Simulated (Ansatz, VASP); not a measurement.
**SiC: VASP beside Ansatz**

```
CELL_PARAMETERS angstrom
2.48070 0.00000 0.00000
-1.24035 2.14835 0.00000
0.00000 0.00000 3.88334
ATOMIC_POSITIONS crystal
Si 0.00000 0.00000 0.00000
C 0.00000 0.00000 0.50000
```

Alike in both runs: functional PBE; k mesh 24 × 24 × 14; occupations gaussian, width 0.1 eV; no spin polarisation.

Ansatz relaxed the structure, and its values are those at the end. VASP's run is a single point on that final structure, the one shown.

```csv
,VASP,Ansatz
version,VASP 6.6.1,Ansatz 0.2.0
potentials or method,"VASP PAW PBE potentials, release 64 (Si, C)","scalar-relativistic, plane waves, PAW"
plane-wave cutoff (eV),520,420
valence electrons in the cell,8,8
```

```csv
,VASP,Ansatz,Ansatz less VASP
gap on the k mesh at the Fermi level (eV),none,none,-
pressure (GPa),-0.1,0.0,+0.09
```

A gap of «none» marks a metal or a gap that the smearing closes.
